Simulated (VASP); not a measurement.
# CdTe (F-43m) in VASP: band structure with PBE

Aim: the band structure of CdTe with PBE.

Everything below comes from runs of VASP 6.6.1. Logs are shortened: lines on timing, memory, paths and dates and some standing lists are left out, and cuts for length are marked.

**The experiment to reproduce.**

A printed reference work, data compilation reports, for a bulk crystal of CdTe at 0 K: band gap 1.607 eV.

The results are compared with them further down.

### 1 The structure

Symmetry: F-43m, No. 216, cubic system. Conventional cell: a = 6.619 Å, b = 6.619 Å, c = 6.619 Å, α = 90.00°, β = 90.00°, γ = 90.00°. Cd (site symmetry -43m) has 4 Te at 2.87 Å as nearest neighbours. Around Te (site symmetry -43m) lie 4 Cd at 2.87 Å.

### 2 Band structure, PBE

File POSCAR:

```
CdTe
1.0
    0.0000000000      3.3095030000      3.3095030000
    3.3095030000      0.0000000000      3.3095030000
    3.3095030000      3.3095030000      0.0000000000
Cd Te
1 1
Direct
    0.0000000000      0.0000000000      0.0000000000
    0.2500000000      0.2500000000      0.2500000000
```

File INCAR.step1:

```
SYSTEM = CdTe
  PREC = Accurate
  ENCUT = 520
  EDIFF = 1E-7
  ISMEAR = 0
  SIGMA = 0.02
  LREAL = .FALSE.
  LASPH = .TRUE.
  NELM = 100
  ALGO = Normal
  ISIF = 2
  LWAVE = .FALSE.
  LCHARG = .TRUE.
  GGA = PE
  NBANDS = 16
```

File KPOINTS.step1:

```
Automatic mesh
0
G
  10 10 10
  0 0 0
```

File INCAR.step2:

```
SYSTEM = CdTe
  PREC = Accurate
  ENCUT = 520
  EDIFF = 1E-7
  ISMEAR = 0
  SIGMA = 0.05
  LREAL = .FALSE.
  LASPH = .TRUE.
  NELM = 100
  ALGO = Normal
  ISIF = 2
  LWAVE = .FALSE.
  LCHARG = .FALSE.
  GGA = PE
  NBANDS = 16
  ICHARG = 11
```

File KPOINTS.step2:

```
path GXWKGLUWLK,UX
20
line-mode
reciprocal
 0.0000000000  0.0000000000  0.0000000000  G
 0.5000000000  0.0000000000  0.5000000000  X

 0.5000000000  0.0000000000  0.5000000000  X
 0.5000000000  0.2500000000  0.7500000000  W

 0.5000000000  0.2500000000  0.7500000000  W
 0.3750000000  0.3750000000  0.7500000000  K

 0.3750000000  0.3750000000  0.7500000000  K
 0.0000000000  0.0000000000  0.0000000000  G

 0.0000000000  0.0000000000  0.0000000000  G
 0.5000000000  0.5000000000  0.5000000000  L

 0.5000000000  0.5000000000  0.5000000000  L
 0.6250000000  0.2500000000  0.6250000000  U

 0.6250000000  0.2500000000  0.6250000000  U
 0.5000000000  0.2500000000  0.7500000000  W

 0.5000000000  0.2500000000  0.7500000000  W
 0.5000000000  0.5000000000  0.5000000000  L

 0.5000000000  0.5000000000  0.5000000000  L
 0.3750000000  0.3750000000  0.7500000000  K

 0.6250000000  0.2500000000  0.6250000000  U
 0.5000000000  0.0000000000  0.5000000000  X
```

Potentials or basis: VASP PAW PBE potentials, release 64 (Cd, Te).

Started as:

```console
> cat potpaw_PBE.64/Cd/POTCAR potpaw_PBE.64/Te/POTCAR > POTCAR
> cp INCAR.step1 INCAR
> cp KPOINTS.step1 KPOINTS
> mpirun -np 1 vasp_std > vasp.out
> cp INCAR.step2 INCAR
> cp KPOINTS.step2 KPOINTS
> mpirun -np 1 vasp_std > vasp.out
```

OUTCAR:

```text
SYSTEM = CdTe
   PREC = Accurate
   ENCUT = 520
   EDIFF = 1E-7
   ISMEAR = 0
   LREAL = .FALSE.
   LASPH = .TRUE.
   NELM = 100
   ISIF = 2
   GGA = PE
   ICHARG = 11

 ion  position               nearest neighbor table
   1  0.000  0.000  0.000-   2 2.87   2 2.87   2 2.87   2 2.87
   2  0.250  0.250  0.250-   1 2.87   1 2.87   1 2.87   1 2.87

  LATTYP: Found a face centered cubic cell.
 ALAT       =     6.6190060000

  Lattice vectors:

 A1 = (   0.0000000000,   3.3095030000,   3.3095030000)
 A2 = (   3.3095030000,   0.0000000000,   3.3095030000)
 A3 = (   3.3095030000,   3.3095030000,   0.0000000000)

Analysis of symmetry for initial positions (statically):
=====================================================================
 Subroutine PRICEL returns:
 Original cell was already a primitive cell.

 Routine SETGRP: Setting up the symmetry group for a
 face centered cubic supercell.

 Subroutine GETGRP returns: Found 24 space group operations
 (whereof 24 operations were pure point group operations)
 out of a pool of 48 trial point group operations.

The static configuration has the point symmetry T_d .

Analysis of symmetry for dynamics (positions and initial velocities):
=====================================================================
 Subroutine PRICEL returns:
 Original cell was already a primitive cell.

 Routine SETGRP: Setting up the symmetry group for a
 face centered cubic supercell.

 Subroutine GETGRP returns: Found 24 space group operations
 (whereof 24 operations were pure point group operations)
 out of a pool of 48 trial point group operations.

The dynamic configuration has the point symmetry T_d .

 Subroutine INISYM returns: Found 24 space group operations
 (whereof 24 operations are pure point group operations),
 and found     1 'primitive' translations

----------------------------------------------------------------------------------------

                                     Primitive cell

  volume of cell :      72.4967

  direct lattice vectors                    reciprocal lattice vectors
     0.000000000  3.309503000  3.309503000    -0.151080087  0.151080087  0.151080087
     3.309503000  0.000000000  3.309503000     0.151080087 -0.151080087  0.151080087
     3.309503000  3.309503000  0.000000000     0.151080087  0.151080087 -0.151080087

  length of vectors
     4.680344027  4.680344027  4.680344027     0.261678386  0.261678386  0.261678386

[... 73 lines left out ...]
   NELM   =    100;   NELMIN=  2; NELMDL=  0     # of ELM steps
   EDIFF  = 0.1E-06   stopping-criterion for ELM
   LREAL  =      F    real-space projection
   EDIFFG = 0.1E-05   stopping-criterion for IOM
   NSW    =      0    number of steps for IOM
   IBRION =     -1    ionic relax: 0-MD 1-quasi-New 2-CG
   NFREE  =      0    steps in history (QN), initial steepest desc. (CG)
   ISIF   =      2    stress and relaxation
   ISYM   =      2    0-nonsym 1-usesym 2-fastsym
   POTIM  = 0.5000    time-step for ionic-motion
   TEBEG  =    0.0;   TEEND  =   0.0 temperature during run
   PSTRESS=    0.0 pullay stress
   NELECT =      18.0000    total number of electrons
   NUPDOWN=      -1.0000    fix difference up-down
   EMIN   =  10.00;   EMAX   =-10.00  energy-range for DOS
   EFERMI =   0.00;   METHOD = LEGACY
   ISMEAR =     0;   SIGMA  =   0.05  broadening in eV -4-tet -1-fermi 0-gaus
   EFERMI_NEDOS =   21; number of points for ismear=-14 and -15
   IALGO  =     38    algorithm
   IMIX   =      4    mixing-type and parameters
     AMIX     =   0.40;   BMIX     =  1.00
     AMIX_MAG =   1.60;   BMIX_MAG =  1.00
  volume/ion in A,a.u.               =      36.25       244.62
  Fermi-wavevector in a.u.,A,eV,Ry     =   1.028947  1.944427 14.404915  1.058731
  Thomas-Fermi vector in A             =   2.162969
   LORBIT       =      0    0 simple, 1 ext, 2 COOP (PROOUT), +10 PAW based schemes
   GGA     = PE    functional components
   LHFCALC =     F    Hartree Fock is set to
   AEXX    =    0.0000 exact exchange contribution
   IVDW    =     0    specifies the selected vdW correction
   LEPSILON=     F    determine dielectric tensor
   LRPA    =     F    only Hartree local field effects (RPA)
 non-spin polarized calculation
 Gauss-broadening in eV      SIGMA  =   0.05
  energy-cutoff  :      520.00
  volume of cell :       72.50
 maximum number of plane-waves:      1980
 NGX is ok and might be reduce to    36

 number of electron      18.0000006 magnetization

 Free energy of the ion-electron system (eV)
  ---------------------------------------------------
  ext. energy  EPLUGINS =         0.00000000
  ---------------------------------------------------
  free energy    TOTEN  =        -5.00381574 eV

  energy without entropy =       -5.00381574  energy(sigma->0) =       -5.00381574

 E-fermi :   2.0202     XC(G=0):  -8.3074

 val. band max:        1.7936634353   @ k =   0.0000   0.0000   0.0000
 cond. band min:       2.3758741437   @ k =   0.0000   0.0000   0.0000
 fundamental gap:      0.5822107084
 Fermi energy:         2.0201543004

 k-point     1 :       0.0000    0.0000    0.0000
  band No.  band energies     occupation
      1      -9.0382      2.00000
      2      -6.2949      2.00000
      3      -6.2949      2.00000
      4      -6.2949      2.00000
      5      -6.0764      2.00000
      6      -6.0764      2.00000
[... 433 lines left out ...]
      3      -6.1629      2.00000
      4      -6.1490      2.00000
      5      -6.0516      2.00000
      6      -5.6523      2.00000
[... 8 lines left out ...]
     15      12.5089      0.00000
     16      12.9997      0.00000

 [... further k-points ...]

------------------------ aborting loop because EDIFF is reached ----------------------------------------

  FORCE on cell =-STRESS in cart. coord.  units (eV):
  Direction    XX          YY          ZZ          XY          YZ          ZX
  --------------------------------------------------------------------------------------
  -------------------------------------------------------------------------------------
  Total       -0.4278695     -0.4278695     -0.4278695      0.0000000     -0.0000000      0.0000000
  in kB       -9.4559154     -9.4559154     -9.4559154      0.0000000     -0.0000000      0.0000000
  external PRESSURE =      -9.4559154 kB  Pullay stress =       0.0000000 kB

 VOLUME and BASIS-vectors are now :
 -----------------------------------------------------------------------------
  energy-cutoff  :      520.00
  volume of cell :       72.50
      direct lattice vectors                 reciprocal lattice vectors
     0.000000000  3.309503000  3.309503000    -0.151080087  0.151080087  0.151080087
     3.309503000  0.000000000  3.309503000     0.151080087 -0.151080087  0.151080087
     3.309503000  3.309503000  0.000000000     0.151080087  0.151080087 -0.151080087

 POSITION                                       TOTAL-FORCE (eV/Angst)
 -----------------------------------------------------------------------------------
      0.00000      0.00000      0.00000        -0.000000     -0.000000     -0.000000
      1.65475      1.65475      1.65475         0.000000      0.000000      0.000000
 -----------------------------------------------------------------------------------
    total drift:                               -0.000000     -0.000000     -0.000001

  FREE ENERGIE OF THE ION-ELECTRON SYSTEM (eV)
  ---------------------------------------------------
  free  energy   TOTEN  =        -5.0038157399 eV

  energy  without entropy=       -5.0038157399  energy(sigma->0) =       -5.00381574
```

Run time: 71 s. Hardware: 1 thread of Intel Xeon 6975P-C (Granite Rapids), shared host; peak memory 0.37 GiB.

Results:

- Band gap on the k mesh: 0.58 eV, direct
- Band gap along the path: 0.58 eV, direct

Levels at the corners of the path, in eV from the valence-band top:
| point | band 5 | band 6 | band 7 | band 8 | band 9 | band 10 | band 11 | band 12 | band 13 | band 14 |
| --- | --- | --- | --- | --- | --- | --- | --- | --- | --- | --- |
| Γ | -7.87 | -7.87 | 0.00 | 0.00 | 0.00 | 0.58 | 4.64 | 4.64 | 4.64 | 7.38 |
| X | -7.84 | -7.45 | -4.01 | -1.66 | -1.66 | 2.67 | 2.74 | 8.51 | 8.81 | 8.81 |
| X | -7.84 | -7.45 | -4.01 | -1.66 | -1.66 | 2.67 | 2.74 | 8.51 | 8.81 | 8.81 |
| W | -7.87 | -7.39 | -3.89 | -2.08 | -1.94 | 4.03 | 4.70 | 5.48 | 6.32 | 9.30 |
| W | -7.87 | -7.39 | -3.89 | -2.08 | -1.94 | 4.03 | 4.70 | 5.48 | 6.32 | 9.30 |
| K | -7.86 | -7.42 | -3.91 | -2.28 | -1.37 | 2.92 | 4.43 | 7.22 | 7.32 | 7.58 |
| K | -7.86 | -7.42 | -3.91 | -2.28 | -1.37 | 2.92 | 4.43 | 7.22 | 7.32 | 7.58 |
| Γ | -7.87 | -7.87 | 0.00 | 0.00 | 0.00 | 0.58 | 4.64 | 4.64 | 4.64 | 7.38 |
| Γ | -7.87 | -7.87 | 0.00 | 0.00 | 0.00 | 0.58 | 4.64 | 4.64 | 4.64 | 7.38 |
| L | -7.86 | -7.57 | -4.08 | -0.69 | -0.69 | 1.75 | 5.21 | 5.21 | 7.01 | 8.44 |
| L | -7.86 | -7.57 | -4.08 | -0.69 | -0.69 | 1.75 | 5.21 | 5.21 | 7.01 | 8.44 |
| U | -7.86 | -7.42 | -3.91 | -2.28 | -1.37 | 2.92 | 4.43 | 7.22 | 7.32 | 7.58 |
| U | -7.86 | -7.42 | -3.91 | -2.28 | -1.37 | 2.92 | 4.43 | 7.22 | 7.32 | 7.58 |
| W | -7.87 | -7.39 | -3.89 | -2.08 | -1.94 | 4.03 | 4.70 | 5.48 | 6.32 | 9.30 |
| W | -7.87 | -7.39 | -3.89 | -2.08 | -1.94 | 4.03 | 4.70 | 5.48 | 6.32 | 9.30 |
| L | -7.86 | -7.57 | -4.08 | -0.69 | -0.69 | 1.75 | 5.21 | 5.21 | 7.01 | 8.44 |
| L | -7.86 | -7.57 | -4.08 | -0.69 | -0.69 | 1.75 | 5.21 | 5.21 | 7.01 | 8.44 |
| K | -7.86 | -7.42 | -3.91 | -2.28 | -1.37 | 2.92 | 4.43 | 7.22 | 7.32 | 7.58 |
| U | -7.86 | -7.42 | -3.91 | -2.28 | -1.37 | 2.92 | 4.43 | 7.22 | 7.32 | 7.58 |
| X | -7.84 | -7.45 | -4.01 | -1.66 | -1.66 | 2.67 | 2.74 | 8.51 | 8.81 | 8.81 |

Caveat: the log is that of the step along the path at fixed density, whose energy, stress, charges and moments have no meaning; spin-orbit coupling is left out, which moves the levels of the heavy elements.

### 3 Against experiment

Step 2. Measured gap of CdTe: 1.607 eV (0 K; a printed reference work, data compilation). This calculation gives 0.58 eV (-1.02 eV). So large a miss can be the level of theory's own, or it may mean another phase, state or a wrong row. Spin-orbit coupling on Cd, Te is left out. The value is that of PBE, without temperature or zero-point motion. Semilocal functionals fall short of measured gaps as a rule.
